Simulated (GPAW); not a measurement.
The system is MgO.

```xyz
2
Lattice="2.9380 0.0000 0.0000 -1.4690 2.5444 0.0000 0.0000 0.0000 2.6797" Properties=species:S:1:pos:R:3 pbc="T T T"
Mg    0.0000    0.0000    0.0000
O     0.0000    1.6963    1.3398
```

Measurements of this composition are mostly on another form, of space group No. 225.

Base run:

| Item | Value |
| --- | --- |
| Program | GPAW 26.7.0 |
| Functional | PBE |
| Potentials or basis | GPAW PAW data sets (gpaw-data 1.2.1) |
| Cutoff | 600 eV |
| Basis | pw |
| k mesh | 8 × 8 × 8 |
| Occupations | fermi-dirac, width 0.05 eV |
| Spin | no spin polarisation |

Its results: band gap on the k mesh 3.04 eV, indirect (least direct gap 3.43 eV); pressure -4.7 GPa.

Problem. The run is repeated on the same cell with these changes: functional from PBE to LDA; potentials or basis from GPAW PAW data sets (gpaw-data 1.2.1) to the program's PAW data sets (release 1.2.1) made for this functional. What comes out?

Solution. Band gap on the k mesh 2.97 eV, indirect (least direct gap 3.36 eV); pressure -13.9 GPa.

Caveats: the cutoff is short for stress and forces, so pressures can be off by a GPa or more.

A k mesh can miss the band edges.
